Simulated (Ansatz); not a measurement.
# NbAs: the cost of one run

Method: DFT PBE, scalar-relativistic, plane waves, PAW, in Ansatz 0.2.0.

### 1 Starting point

It takes space group P6_3mc (No. 186, hexagonal). The conventional cell has a = 4.187 Å, b = 4.187 Å, c = 6.889 Å, α = 90.00°, β = 90.00°, γ = 120.00°. Nb (site symmetry 3m) is surrounded by 4 As at 2.57 Å. As (site symmetry 3m) is surrounded by 4 Nb at 2.57 Å.

Coordinates:

```
Nb As
1.0
     4.18700    0.00000    0.00000
    -2.09350    3.62605    0.00000
     0.00000    0.00000    6.88893
Nb As
2 2
Direct
  0.33333 0.66667 0.37313
  0.66667 0.33333 0.87313
  0.33333 0.66667 0.00000
  0.66667 0.33333 0.50000
```

A structure generator made this guess: close-packed anion layers stacked AB|A, with sites between them filled layer by layer (P6_3mc, No. 186). Its size is a rough estimate.

### 2 The guess as it stands, on a coarse mesh

Contents of input.yaml:

```yaml
crystal:
  lattice:
    - [4.187, 0.0, 0.0]
    - [-2.0935, 3.62604837, 0.0]
    - [0.0, 0.0, 6.88892896]
  atoms:
    - { symbol: Nb, position: [0.33333333, 0.66666667, 0.37313493] }
    - { symbol: Nb, position: [0.66666667, 0.33333333, 0.87313493] }
    - { symbol: As, position: [0.33333333, 0.66666667, 0.0] }
    - { symbol: As, position: [0.66666667, 0.33333333, 0.5] }
basis:
  ecutwfc: 420
kpoints:
  mp_grid: { grid: [6, 6, 4] }
hamiltonian:
  xc: pbe
scf:
  occupations: { method: gaussian, width: 0.1 }
  lower_state_search: "off"
output:
  forces: true
  stress: true
  eigenvalues: true
```

The run is started by

```sh
> ansatz run input.yaml --threads 1 --pin off --max-ram 2048MiB --backend cpu --events-out ev --progress --plain --runs-dir out
```

**Question.** How long does this run take on 1 thread of Arm Neoverse V2, shared host, and how much memory does it need?

About 6.1 s, with a peak of 0.34 GiB.
